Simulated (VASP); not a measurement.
# C in VASP: further runs, part 3 of 3

VASP 6.6.1. The steps go on from the part before.

### 5 Band structure, PBE+D3(BJ)

INCAR reads:

```
SYSTEM = C
ALGO = Fast
DIPOL = 0.5 0.5 0.500
EDIFF = 1E-6
ENCUT = 520
GGA = PE
IDIPOL = 3
ISIF = 2
ISMEAR = 0
IVDW = 12
KPAR = 4
LASPH = .TRUE.
LCHARG = .FALSE.
LDIPOL = .TRUE.
LREAL = .FALSE.
LVACPOTAV = .TRUE.
LVHAR = .TRUE.
LWAVE = .FALSE.
NBANDS = 16
NELM = 80
PREC = Accurate
SIGMA = 0.03
```

KPOINTS reads:

```
k-points
0
G
  9 9 1
  0 0 0
```

POSCAR reads:

```
C                                       
1.0
    2.4657358144      0.0000000000      0.0000000000
   -1.2328679072      2.1353898545      0.0000000000
    0.0000000000      0.0000000000     21.9015365000
  C             
     4
Direct
     0.0000000000000000    0.0000000000000000    0.4224813303990332
     0.6666666699999979    0.3333333400000029    0.4224562687634194
     0.0000000000000000    0.0000000000000000    0.5775186696009666
     0.3333333300000021    0.6666666599999971    0.5775437312365804
```

KPOINTS_OPT reads:

```
explicit points
3
Reciprocal
 0.0000000000  0.0000000000  0.0000000000 1
 0.5000000000  0.0000000000  0.0000000000 1
 0.3333333300  0.3333333300  0.0000000000 1
```

Potentials or basis: VASP PAW PBE potentials, release 64 (C).

Started as:

```console
> cat potpaw_PBE.64/C/POTCAR > POTCAR
> mpirun -np 4 vasp_std > vasp.out
```

OUTCAR:

```text
SYSTEM = C
   EDIFF = 1E-6
   ENCUT = 520
   GGA = PE
   ISIF = 2
   ISMEAR = 0
   IVDW = 12
   LASPH = .TRUE.
   LREAL = .FALSE.
   NELM = 80
   PREC = Accurate
 IVDW          = 12

 ion  position               nearest neighbor table
   1  0.000  0.000  0.422-   2 1.42   2 1.42   2 1.42
   2  0.667  0.333  0.422-   1 1.42   1 1.42   1 1.42
   3  0.000  0.000  0.578-   4 1.42   4 1.42   4 1.42
   4  0.333  0.667  0.578-   3 1.42   3 1.42   3 1.42

  LATTYP: Found a hexagonal cell.
 ALAT       =     2.4657358144
 C/A-ratio  =     8.8823532400

  Lattice vectors:

 A1 = (   2.4657358144,   0.0000000000,   0.0000000000)
 A2 = (  -1.2328679072,   2.1353898545,   0.0000000000)
 A3 = (   0.0000000000,   0.0000000000,  21.9015365000)

Analysis of symmetry for initial positions (statically):
=====================================================================
 Subroutine PRICEL returns:
 Original cell was already a primitive cell.

 Routine SETGRP: Setting up the symmetry group for a
 hexagonal supercell.

 Subroutine GETGRP returns: Found 12 space group operations
 (whereof 12 operations were pure point group operations)
 out of a pool of 24 trial point group operations.

The static configuration has the point symmetry D_3d.

Analysis of symmetry for dynamics (positions and initial velocities):
=====================================================================
 Subroutine PRICEL returns:
 Original cell was already a primitive cell.

 Routine SETGRP: Setting up the symmetry group for a
 hexagonal supercell.

 Subroutine GETGRP returns: Found 12 space group operations
 (whereof 12 operations were pure point group operations)
 out of a pool of 24 trial point group operations.

The dynamic configuration has the point symmetry D_3d.

 Subroutine INISYM returns: Found 12 space group operations
 (whereof 12 operations are pure point group operations),
 and found     1 'primitive' translations

----------------------------------------------------------------------------------------

                                     Primitive cell

  volume of cell :     115.3183

  direct lattice vectors                    reciprocal lattice vectors
     2.465735814  0.000000000  0.000000000     0.405558452  0.234149281  0.000000000
    -1.232867907  2.135389855  0.000000000     0.000000000  0.468298563  0.000000000
     0.000000000  0.000000000 21.901536500     0.000000000  0.000000000  0.045658897

  length of vectors
     2.465735814  2.465735815 21.901536500     0.468298563  0.468298563  0.045658897

  position of ions in fractional coordinates (direct lattice)
     0.000000000  0.000000000  0.422481330
     0.666666670  0.333333340  0.422456269
     0.000000000  0.000000000  0.577518670
     0.333333330  0.666666660  0.577543731

  ion indices of the primitive-cell ions
   primitive index   ion index
                 1           1
                 2           2
                 3           3
                 4           4

----------------------------------------------------------------------------------------

 KPOINTS: k-points

Automatic generation of k-mesh.
 Grid dimensions read from file:
[... 29 lines left out ...]
  0.333333  0.111111  0.000000     12.000000
  0.444444  0.111111  0.000000      6.000000
  0.222222  0.222222  0.000000      6.000000
  0.333333  0.222222  0.000000     12.000000
  0.333333  0.333333  0.000000      2.000000
   k-points           NKPTS =     12   k-points in BZ     NKDIM =     12   number of bands    NBANDS=     16
   number of dos      NEDOS =    301   number of ions     NIONS =      4
   total plane-waves  NPLWV =  54432
   dimension x,y,z NGX =    18 NGY =   18 NGZ =  168
   dimension x,y,z NGXF=    36 NGYF=   36 NGZF=  336
   ions per type =               4
   NGX,Y,Z   is equivalent  to a cutoff of  12.14, 12.14, 12.75 a.u.
   NGXF,Y,Z  is equivalent  to a cutoff of  24.27, 24.27, 25.50 a.u.
 SYSTEM =  C
   PREC   = accura    normal or accurate (medium, high low for compatibility)
   ISTART =      0    job   : 0-new  1-cont  2-samecut
   ICHARG =      2    charge: 1-file 2-atom 10-const
   ISPIN  =      1    spin polarized calculation?
   LNONCOLLINEAR =      F non collinear calculations
   LSORBIT =      F    spin-orbit coupling
   LASPH  =      T    aspherical Exc in radial PAW
   ENCUT  =  520.0 eV  38.22 Ry    6.18 a.u.   4.58  4.58 40.72*2*pi/ulx,y,z
   NELM   =     80;   NELMIN=  2; NELMDL= -5     # of ELM steps
   EDIFF  = 0.1E-05   stopping-criterion for ELM
   LREAL  =      F    real-space projection
   EDIFFG = 0.1E-04   stopping-criterion for IOM
   NSW    =      0    number of steps for IOM
   IBRION =     -1    ionic relax: 0-MD 1-quasi-New 2-CG
   NFREE  =      0    steps in history (QN), initial steepest desc. (CG)
   ISIF   =      2    stress and relaxation
   ISYM   =      2    0-nonsym 1-usesym 2-fastsym
   POTIM  = 0.5000    time-step for ionic-motion
   TEBEG  =    0.0;   TEEND  =   0.0 temperature during run
   PSTRESS=    0.0 pullay stress
   NELECT =      16.0000    total number of electrons
   NUPDOWN=      -1.0000    fix difference up-down
   EMIN   =  10.00;   EMAX   =-10.00  energy-range for DOS
   EFERMI =   0.00;   METHOD = LEGACY
   ISMEAR =     0;   SIGMA  =   0.03  broadening in eV -4-tet -1-fermi 0-gaus
   EFERMI_NEDOS =   21; number of points for ismear=-14 and -15
   IALGO  =     68    algorithm
   IMIX   =      4    mixing-type and parameters
     AMIX     =   0.40;   BMIX     =  1.00
     AMIX_MAG =   1.60;   BMIX_MAG =  1.00
  volume/ion in A,a.u.               =      28.83       194.55
  Fermi-wavevector in a.u.,A,eV,Ry     =   0.847518  1.601576  9.772875  0.718286
  Thomas-Fermi vector in A             =   1.963036
   LORBIT       =      0    0 simple, 1 ext, 2 COOP (PROOUT), +10 PAW based schemes
   GGA     = PE    functional components
   LHFCALC =     F    Hartree Fock is set to
   AEXX    =    0.0000 exact exchange contribution
   IVDW    =    12    specifies the selected vdW correction
   LEPSILON=     F    determine dielectric tensor
   LRPA    =     F    only Hartree local field effects (RPA)
 non-spin polarized calculation
 RMM-DIIS sequential band-by-band and
 Gauss-broadening in eV      SIGMA  =   0.03
  energy-cutoff  :      520.00
  volume of cell :      115.32
 maximum number of plane-waves:      3148
   NGX =  9   NGY =  9   NGZ = 81

 number of electron      15.9999994 magnetization

 dipolmoment           0.000000      0.000000     -0.000000 electrons x Angstroem

 Free energy of the ion-electron system (eV)
  ---------------------------------------------------
  ext. energy  EPLUGINS =         0.00000000
  ---------------------------------------------------
  free energy    TOTEN  =       -36.85846663 eV

  energy without entropy =      -36.85763080  energy(sigma->0) =      -36.85804872

 E-fermi :  -1.5283     XC(G=0):  -3.5737

 val. band max:       -1.5283461241   @ k =   0.3333   0.3333   0.0000
 cond. band min:      -1.5283461038   @ k =   0.3333   0.3333   0.0000
 fundamental gap:      0.0000000203
 Fermi energy:        -1.5283461139

 k-point     1 :       0.0000    0.0000    0.0000
  band No.  band energies     occupation
      1     -21.1075      2.00000
      2     -20.9706      2.00000
      3      -9.5829      2.00000
      4      -8.6673      2.00000
      5      -4.5604      2.00000
      6      -4.5604      2.00000
[... 205 lines left out ...]
      3     -14.1130      2.00000
      4     -14.0721      2.00000
      5     -12.0731      2.00000
      6     -12.0731      2.00000
[... 8 lines left out ...]
     15      11.4201      0.00000
     16      12.1686      0.00000

------------------------ aborting loop because EDIFF is reached ----------------------------------------

 Edisp (eV)   -0.47502

 E8    (eV) :    -0.1420

  FORCE on cell =-STRESS in cart. coord.  units (eV):
  Direction    XX          YY          ZZ          XY          YZ          ZX
  --------------------------------------------------------------------------------------
  -------------------------------------------------------------------------------------
  Total       0.14699     0.14699    -0.06402     0.00000     0.00000     0.00000
  in kB       2.04220     2.04220    -0.88943     0.00000     0.00000     0.00000
  external pressure =        1.06 kB  Pullay stress =        0.00 kB

 VOLUME and BASIS-vectors are now :
 -----------------------------------------------------------------------------
  energy-cutoff  :      520.00
  volume of cell :      115.32
      direct lattice vectors                 reciprocal lattice vectors
     2.465735814  0.000000000  0.000000000     0.405558452  0.234149281  0.000000000
    -1.232867907  2.135389855  0.000000000     0.000000000  0.468298563  0.000000000
     0.000000000  0.000000000 21.901536500     0.000000000  0.000000000  0.045658897

 POSITION                                       TOTAL-FORCE (eV/Angst)
 -----------------------------------------------------------------------------------
      0.00000      0.00000      9.25299         0.000000     -0.000000      0.015047
      1.23287      0.71180      9.25244        -0.000000      0.000000     -0.003004
      0.00000      0.00000     12.64855        -0.000000      0.000000     -0.015047
      0.00000      1.42359     12.64910         0.000000      0.000000      0.003004
 -----------------------------------------------------------------------------------
    total drift:                                0.000000     -0.000000      0.000000

  FREE ENERGIE OF THE ION-ELECTRON SYSTEM (eV)
  ---------------------------------------------------
  free  energy   TOTEN  =       -37.3334907737 eV

  energy  without entropy=      -37.3326549372  energy(sigma->0) =      -37.33307286

 vacuum level on the upper side and lower side of the slab         2.747         2.747
```

It took 11 s on 4 MPI ranks of Intel Xeon Platinum 8488C (Sapphire Rapids), shared host; peak memory 0.23 GiB.

Results:

```yaml
Free_energy: -37.3335 eV
Largest_force: 0.015 eV/Å
Band_gap_along_the_path: none (metal or under the smearing width)
Dispersion_energy_per_atom: -0.119 eV
Work_function_of_the_upper_face: 4.28 eV
Work_function_of_the_lower_face: 4.28 eV
```

Forces in eV/Å, atoms in the order of the input:
```
C    0.000  0.000  0.015
C    0.000  0.000 -0.003
C    0.000  0.000 -0.015
C    0.000  0.000  0.003
```

### 6 Band structure, HSE06

POSCAR is that of step 5.

INCAR.step1 reads:

```
SYSTEM = C
ALGO = Normal
DIPOL = 0.5 0.5 0.500
EDIFF = 1E-5
ENCUT = 520
GGA = PE
IDIPOL = 3
ISIF = 2
ISMEAR = 0
KPAR = 4
LASPH = .TRUE.
LCHARG = .FALSE.
LDIPOL = .TRUE.
LREAL = .FALSE.
LVACPOTAV = .TRUE.
LVHAR = .TRUE.
LWAVE = .TRUE.
NBANDS = 16
NELM = 80
PREC = Accurate
SIGMA = 0.03
```

INCAR.step2 reads:

```
SYSTEM = C
ALGO = Normal
DIPOL = 0.5 0.5 0.500
EDIFF = 1E-6
ENCUT = 520
GGA = PE
HFSCREEN = 0.2
IDIPOL = 3
ISIF = 2
ISMEAR = 0
ISTART = 1
KPAR = 4
LASPH = .TRUE.
LCHARG = .FALSE.
LDIPOL = .TRUE.
LHFCALC = .TRUE.
LREAL = .FALSE.
LVACPOTAV = .TRUE.
LVHAR = .TRUE.
LWAVE = .FALSE.
NBANDS = 16
NELM = 80
PREC = Accurate
PRECFOCK = Fast
SIGMA = 0.03
```

KPOINTS is that of step 5.

KPOINTS_OPT is that of step 5.

Potentials or basis: VASP PAW PBE potentials, release 64 (C).

Started as:

```console
> cat potpaw_PBE.64/C/POTCAR > POTCAR
> cp INCAR.step1 INCAR
> mpirun -np 4 vasp_std > vasp.out
> cp INCAR.step2 INCAR
> mpirun -np 4 vasp_std > vasp.out
```

Run time: 3.9 min. Hardware: 4 MPI ranks of Intel Xeon Platinum 8488C (Sapphire Rapids), shared host; peak memory 0.35 GiB.

The run converged. Its results:

| Quantity | Value |
| --- | --- |
| Free energy | -42.3656 eV |
| Largest force | 0.043 eV/Å |
| Band gap along the path | none (metal or under the smearing width) |
| Work function of the upper face | 4.34 eV |
| Work function of the lower face | 4.34 eV |

Forces on the atoms (eV/Å):
```
C    0.000  0.000 -0.025
C    0.000  0.000 -0.043
C    0.000  0.000  0.025
C    0.000  0.000  0.043
```

Levels at points of the mesh, in eV from the Fermi level:
```tsv
k point	band 4	band 5	band 6	band 7	band 8	band 9	band 10	band 11	band 12	band 13
(0.00, 0.00, 0.00)	-8.35	-4.01	-4.01	-4.01	-4.01	3.72	4.09	4.63	5.57	6.09
```

Caveat: the PAW data sets were made with another functional, which shifts forces and pressure a little.

### 7 Band structure, PBE0

POSCAR is that of step 6.

INCAR.step1 is that of step 6.

Edit INCAR.step2 of step 6 so:

```diff
@@ -1,2 +1,3 @@
 SYSTEM = C
+AEXX = 0.25
 ALGO = Normal
@@ -6,3 +7,3 @@
 GGA = PE
-HFSCREEN = 0.2
+HFRCUT = -1
 IDIPOL = 3
```

KPOINTS is that of step 6.

KPOINTS_OPT is that of step 6.

Started as:

```console
> cat potpaw_PBE.64/C/POTCAR > POTCAR
> cp INCAR.step1 INCAR
> mpirun -np 4 vasp_std > vasp.out
> cp INCAR.step2 INCAR
> mpirun -np 4 vasp_std > vasp.out
```

Run time: 4.3 min. Hardware: 4 MPI ranks of Intel Xeon Platinum 8488C (Sapphire Rapids), shared host; peak memory 0.24 GiB.

Results (log left out):

```
Free energy                            : -44.4141 eV
Largest force                          : 0.039 eV/Å
Band gap on the k mesh                 : 0.52 eV, direct
Band gap along the path                : 0.52 eV, direct
Ionisation potential of the upper face : 4.61 eV
```

Forces on the atoms (eV/Å):
```
C    0.000  0.000 -0.021
C    0.000  0.000 -0.039
C    0.000  0.000  0.021
C    0.000  0.000  0.039
```

Levels at points of the mesh, in eV from the valence-band top:
```tsv
k point	band 4	band 5	band 6	band 7	band 8	band 9	band 10	band 11	band 12	band 13
(0.00, 0.00, 0.00)	-8.48	-4.13	-4.13	-4.12	-4.12	4.22	4.55	4.93	5.92	6.47
```

Caveat: the PAW data sets were made with another functional, which shifts forces and pressure a little.

### 8 Summary

```tsv
task	level	potentials or basis	cell	k mesh	cutoff (eV)	smearing	dipole correction	by perturbation theory	grid for exact exchange (PRECFOCK)	screening parameter	exchange at q = 0	largest force (eV/Å)	work function (eV)
band structure	r2SCAN	VASP PAW PBE potentials, release 64 (C)	P-3m1, 28.83 Å³/atom	15 × 15 × 1	520	gaussian 0.03 eV	yes	-	-	-	-	0.02	4.34
band structure	LDA	VASP PAW LDA potentials, release 64 (C)	P-3m1, 28.83 Å³/atom	15 × 15 × 1	520	gaussian 0.03 eV	yes	-	-	-	-	0.01	4.58
phonons	LDA	VASP PAW LDA potentials, release 64 (C)	P-3m1, 28.37 Å³/atom	48 × 48 × 1	600	gaussian 0.1 eV	-	no	-	-	-	-	-
band structure	PBE+D3(BJ)	VASP PAW PBE potentials, release 64 (C)	P-3m1, 28.83 Å³/atom	9 × 9 × 1	520	gaussian 0.03 eV	yes	-	-	-	-	0.02	4.28
band structure	HSE06	VASP PAW PBE potentials, release 64 (C)	P-3m1, 28.83 Å³/atom	9 × 9 × 1	520	gaussian 0.03 eV	yes	-	Fast	0.2 1/A	-	0.04	4.34
band structure	PBE0	VASP PAW PBE potentials, release 64 (C)	P-3m1, 28.83 Å³/atom	9 × 9 × 1	520	gaussian 0.03 eV	yes	-	Fast	-	truncated	0.04	-
```

Alike in all rows: no spin polarisation.

Caveats: the PAW data sets were made with another functional, which shifts forces and pressure a little (some runs).

Absolute energies hang on the potentials; compare differences alone.
